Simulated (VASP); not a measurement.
Here is a VASP 6.6.1 calculation.

INCAR

```
ALGO = Normal
EDIFF = 1E-6
ENCUT = 520
GGA = PE
ISIF = 2
ISMEAR = 0
LASPH = True
LCHARG = False
LREAL = False
LWAVE = False
NBANDS = 26
NELM = 100
PREC = Accurate
SIGMA = 0.01
```

File KPOINTS:

```
k-points
0
Gamma
  6 6 4
```

The input POSCAR:

```
ZnS
1.0
    3.8110000000      0.0000000000      0.0000000000
   -1.9055000000      3.3004228100      0.0000000000
    0.0000000000      0.0000000000      6.2340000000
Zn S
2 2
Direct
    0.3333333343      0.6666666687      0.0000000000
    0.6666666672      0.3333333343      0.5000000000
    0.3333333343      0.6666666687      0.3850000000
    0.6666666672      0.3333333343      0.8850000000
```

Potentials or basis: VASP PAW PBE potentials, release 64 (Zn, S).

Run with:

```sh
$ cat potpaw_PBE.64/Zn/POTCAR potpaw_PBE.64/S/POTCAR > POTCAR
$ mpirun -np 1 vasp_std > vasp.out
```

(1) Estimate the band gap on the k mesh.

(2) Predict the largest force.

(3) Predict the pressure.

Answers

(1) 2.25 eV, direct.

(2) 0.324 eV/Å.

(3) 2.5 GPa.

**What was measured.**

A printed reference work, monograph reports, for a bulk crystal of ZnS at 4 K: band gap 3.911 eV (direct).

A measured gap of ZnS is 3.911 eV (direct; 4 K; a printed reference work, monograph); the calculated 2.25 eV misses it by -1.66 eV. The value is that of PBE, without temperature or zero-point motion. Semilocal functionals fall short of measured gaps as a rule.
